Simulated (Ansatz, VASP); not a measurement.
**SnO2 (Cassiterite): VASP beside Ansatz**

```xyz
6
Lattice="4.7380 0.0000 0.0000 0.0000 4.7380 0.0000 0.0000 0.0000 3.1865" Properties=species:S:1:pos:R:3 pbc="T T T"
Sn    2.3690    2.3690    1.5933
Sn    0.0000    0.0000    0.0000
O     3.8240    0.9140    1.5933
O     3.2830    3.2830    0.0000
O     0.9140    3.8240    1.5933
O     1.4550    1.4550    0.0000
```

Alike in both runs: task single point; functional PBE; k mesh 6 × 6 × 8; occupations gaussian, width 0.014 eV; no spin polarisation.

```csv
,VASP,Ansatz
version,VASP 6.6.1,Ansatz 0.2.0
potentials or method,"VASP PAW PBE potentials, release 64 (Sn_d, O)",Ansatz PAW
plane-wave cutoff (eV),520,420
valence electrons in the cell,52,52
```

|  | VASP | Ansatz | Ansatz less VASP |
| --- | --- | --- | --- |
| gap on the k mesh at the Fermi level (eV) | 1.27 | 1.28 | +0.010 |
| least direct gap on the mesh (eV) | 1.27 | 1.28 | +0.010 |
| pressure (GPa) | 11.8 | 11.1 | -0.72 |
| largest component of the traceless stress (GPa) | 2.20 | 1.97 | -0.235 |
| rms of the force components (eV/Å) | 0.139 | 0.130 | -0.0090 |

Atom by atom the forces differ by 0.009 eV/Å (rms over components). The functional is the same, so the differences come from potentials, cutoffs and numerics.

Caveats: spin-orbit coupling is left out, which moves the levels of the heavy elements; the pressure holds a Pulay correction of +0.8 GPa for the finite cutoff (Ansatz). PBE gaps usually lie below the measured ones, often by a third to a half.
